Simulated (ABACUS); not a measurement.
Input of an ABACUS 3.10.1 run:

The input INPUT:

```
INPUT_PARAMETERS
suffix              PtS2
calculation         nscf
basis_type          pw
pseudo_dir          ./
symmetry            -1
dft_functional      pz
ecutwfc             40.0
pseudo_rcut         10
nspin               1
nbands              24
ks_solver           dav
smearing_method     fd
smearing_sigma      0.00367493
scf_thr             1e-08
scf_nmax            100
mixing_type         broyden
mixing_beta         0.7
ecutrho             320.0
init_chg            file
pw_diag_thr         1e-07
out_band            1
kpar                4
```

The input STRU:

```
ATOMIC_SPECIES
Pt 195.0840 pt_lda_v1.4.uspp.F.UPF
S 32.0600 s_lda_v1.4.uspp.F.UPF

LATTICE_CONSTANT
6.6956776048

LATTICE_VECTORS
1.0000000000 0.0000000000 0.0000000000
-0.5000000000 0.8660254038 0.0000000000
0.0000000000 0.0000000000 1.4221043125

ATOMIC_POSITIONS
Cartesian

Pt
0.0
1
0.0000000000 0.0000000000 0.0000000000 1 1 1

S
0.0
2
0.5000000000 0.2886751346 1.0992866336 1 1 1
0.0000000000 0.5773502692 0.3228176789 1 1 1
```

The input KPT:

```
K_POINTS
12
Line
0.00000000 0.00000000 0.00000000 10 // G
0.50000000 0.00000000 0.00000000 10 // M
0.33333333 0.33333333 0.00000000 10 // K
0.00000000 0.00000000 0.00000000 10 // G
0.00000000 0.00000000 0.50000000 10 // A
0.50000000 0.00000000 0.50000000 10 // L
0.33333333 0.33333333 0.50000000 10 // H
0.00000000 0.00000000 0.50000000 1 // A
0.50000000 0.00000000 0.50000000 10 // L
0.50000000 0.00000000 0.00000000 1 // M
0.33333333 0.33333333 0.00000000 10 // K
0.33333333 0.33333333 0.50000000 1 // H
```

Potentials or basis: GBRV ultrasoft 1.5 LDA, plane waves.

The run is started by

```console
$ OMP_NUM_THREADS=1 mpirun -np 4 abacus > log
```

Question: What does it give for the band gap along the path?

Answer: 0.93 eV, indirect (least direct gap 1.47 eV).

Levels at the corners of the path, in eV from the Fermi level:
```
point  band 12  band 13  band 14  band 15  band 16  band 17
    Γ    -1.47    -1.47    -0.46     2.09     2.09     4.28
    M    -3.60    -3.37    -2.70     1.37     2.48     5.03
    K    -3.04    -1.83    -1.83     0.62     0.62     5.18
    Γ    -1.47    -1.47    -0.46     2.09     2.09     4.28
    A    -1.66    -1.66    -1.24     2.57     2.57     4.96
    L    -3.44    -3.09    -1.69     1.71     1.96     4.89
    H    -3.91    -2.23    -2.23     1.85     1.85     6.79
    A    -1.66    -1.66    -1.24     2.57     2.57     4.96
    L    -3.44    -3.09    -1.69     1.71     1.96     4.89
    M    -3.60    -3.37    -2.70     1.37     2.48     5.03
    K    -3.04    -1.83    -1.83     0.62     0.62     5.18
    H    -3.91    -2.23    -2.23     1.85     1.85     6.79
```

Caveat: the density is read from an earlier self-consistent run, whose mesh may be coarse; spin-orbit coupling is left out, which moves the levels of the heavy elements.
